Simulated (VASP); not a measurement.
Wanted: the native input for a VASP 6.6.1 run.

```
Task                   : single point
Functional             : PBE
Potentials or basis    : VASP PAW PBE potentials, release 64 (C)
Cutoff                 : 520 eV
k mesh                 : 13 × 13 × 13
Occupations            : gaussian, width 0.012 eV
Spin                   : no spin polarisation
Further INCAR settings : ALGO = Normal; EDIFF = 1e-06; NBANDS = 11
```

The structure of C lies in POSCAR:

```
C
1.0
    0.0000000000      1.7833700000      1.7833700000
    1.7833700000      0.0000000000      1.7833700000
    1.7833700000      1.7833700000      0.0000000000
C
2
Direct
    0.7500000000      0.7500000000      0.7500000000
    0.5000000000      0.5000000000      0.5000000000
```

This isn't the form of C at room conditions, which is graphite.

The input as run:

INCAR

```
SYSTEM = C
ALGO     = Normal         ! electronic algorithm
EDIFF    = 1E-6           ! SCF threshold, eV
ENCUT    = 520            ! plane-wave cutoff, eV
GGA      = PE             ! functional
ISIF     = 2              ! what is computed and relaxed
ISMEAR   = 0              ! smearing method
LASPH    = .TRUE.         ! aspherical terms in the spheres
LCHARG   = .FALSE.        ! write CHGCAR
LREAL    = .FALSE.        ! projectors in reciprocal space
LWAVE    = .FALSE.        ! write WAVECAR
NBANDS   = 11             ! bands
NELM     = 60             ! most SCF steps
PREC     = Accurate       ! precision mode
SIGMA    = 0.012          ! smearing width, eV
```

KPOINTS

```
k-points
0
G
  13 13 13
  0 0 0
```

Potentials or basis: VASP PAW PBE potentials, release 64 (C).

Run with:

```console
$ cat potpaw_PBE.64/C/POTCAR > POTCAR
$ mpirun -np 1 vasp_std > vasp.out
```

It gave:

| Item | Value |
| --- | --- |
| Pressure | 2.5 GPa |
| Band gap on the k mesh | 4.14 eV, indirect (least direct gap 5.59 eV) |

Caveat: an odd mesh through Γ misses points on the zone boundary, where band edges often lie.

It took 20 s on 1 thread of AMD EPYC 7R43 64-Core Processor (Zen 3) (shared host), peak memory 0.08 GiB.
